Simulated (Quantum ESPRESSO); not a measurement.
Here is a Quantum ESPRESSO 7.5 calculation.

The input pw.in:

```
&CONTROL
  calculation = 'scf'
  prefix = 'pwscf'
  outdir = './tmp'
  pseudo_dir = './pseudo'
  tprnfor = .true.
  tstress = .true.
  disk_io = 'nowf'
/
&SYSTEM
  ibrav = 0
  nat = 4
  ntyp = 2
  ecutwfc = 84
  nbnd = 41
  occupations = 'smearing'
  smearing = 'gaussian'
  degauss = 0.00367493
  nspin = 2
  starting_magnetization(1) = 0.1667
  starting_magnetization(2) = 0
/
&ELECTRONS
  conv_thr = 1.6d-07
  electron_maxstep = 100
  mixing_beta = 0.7
  mixing_ndim = 20
/
ATOMIC_SPECIES
Ti    47.8670 Ti.upf
Te   127.6000 Te.upf
CELL_PARAMETERS angstrom
   4.8679880000    0.0000000000    0.0000000000
   0.0000000000    4.8679880000    0.0000000000
   0.0000000000    0.0000000000    6.0606564700
ATOMIC_POSITIONS crystal
Ti     0.0000000000    0.5000000000    0.0000000000
Ti     0.5000000000    0.0000000000    0.5000000000
Te     0.0000000000    0.0000000000    0.2500000000
Te     0.0000000000    0.0000000000    0.7500000000
K_POINTS automatic
3 3 3 0 0 0
```

Potentials or basis: PseudoDojo 0.4.1 SR PBEsol standard.

Run with:

```console
$ OMP_NUM_THREADS=1 mpirun -n 2 pw.x -nk 2 -in pw.in > pw.out
```

**Question.** What does it give for the site moments?

**Answer.** Ti +1.67; Te -0.07 μB.

**Question.** Predict the absolute moment.

**Answer.** 4.84 μB per cell.

Stress tensor (GPa, compression positive):
```
-5.86  0.00  0.00
 0.00 -5.86  0.00
 0.00  0.00  4.72
```

Caveat: the k mesh is coarse (spacing up to 0.43 Å⁻¹), so the values aren't converged. Spin-orbit coupling is left out, which matters for the levels of Te.
